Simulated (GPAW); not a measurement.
Ag:

```xyz
1
Lattice="0.0000 2.0427 2.0427 2.0427 0.0000 2.0427 2.0427 2.0427 0.0000" Properties=species:S:1:pos:R:3 pbc="T T T"
Ag    0.0000    0.0000    0.0000
```

| Quantity | Value |
| --- | --- |
| Program | GPAW 26.7.0 |
| Task | relaxation of cell and atoms |
| Functional | RPBE |
| Dispersion | D3(BJ) |
| Potentials or basis | the program's PAW data sets (release 1.2.1) made for this functional |
| Cutoff | 600 eV |
| Basis | pw |
| k mesh | 11 × 11 × 11 |
| Occupations | fermi-dirac, width 0.05 eV |
| Spin | no spin polarisation |

At the start: pressure -26.1 GPa; volume 17.05 Å³/atom.

Q: How do energy, volume and symmetry change on relaxing?

A: Over 5 steps the energy falls by 283.4 meV/atom and the volume is 14.20 Å³/atom (-16.7 %); space group Fm-3m (No. 225, to 0.05 Å).

The path:
```
step  energy change (eV)  largest force (eV/Å)  pressure (GPa)  volume (Å³)
   1              0.0000                0.0000          -26.14        17.05
   2             -0.2443                0.0000          -12.52        15.13
   3             -0.2772                0.0000            5.98        13.86
   4             -0.2834                0.0000           -0.58        14.23
   5             -0.2834                0.0000           -0.02        14.20
```

Final structure:
```
Ag
1.0
     0.00000    1.92186    1.92186
     1.92186    0.00000    1.92186
     1.92186    1.92186    0.00000
Ag
1
Direct
  0.00000 0.00000 0.00000
```

Caveat: later steps reuse the first step's grids; the volume moved by over 15 % at a fixed basis, so the end points are rough; the volume moved by -17 % from the deposited cell, more than functionals usually miss; pairwise dispersion overbinds metals, which lowers pressure and volume.
